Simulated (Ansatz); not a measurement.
Results of r²SCAN (plane waves, PAW; Ansatz, a first-principles code) for zinc-blende InN (metastable phase).

Run with plane-wave cutoff 560 eV, 12×12×12 k mesh, Fermi–Dirac smearing 0.01 eV, scalar-relativistic PAW data made under PBE.

Equation-of-state points:

| V (Å³/atom) | E − E_lowest (meV/atom) | P (GPa) |
|---|---|---|
| 14.680 | 27.47 | 9.94 |
| 14.992 | 11.75 | 6.26 |
| 15.304 | 2.82 | 2.96 |
| 15.617 | 0.00 | 0.00 |
| 15.929 | 2.63 | -2.65 |
| 16.241 | 10.14 | -5.01 |
| 16.554 | 22.02 | -7.13 |

Question: Fit the third-order Birch–Murnaghan equation and give B0 and B′.

Answer: V0 = 15.617 Å³/atom, B0 = 140 GPa, B′ = 4.5 (fit to the energies at full precision).

Measured, for comparison: equilibrium volume per atom 15.72 Å³/atom (temperature not stated, no zero-point or thermal correction, epilayer on 3C-SiC; as tabulated in Schörmann, As, Lischka, Schley, Goldhahn et al., Appl. Phys. Lett. 89, 261903 …). Computed less measured: equilibrium volume per atom -0.6 %. A static lattice is as a rule a little smaller and stiffer than an uncorrected measurement, which can account for part of this in the equilibrium volume per atom.

Note: this level leaves the solid without a gap, although one is measured.

Spin–orbit coupling is not included.

Computed values are for the static lattice.
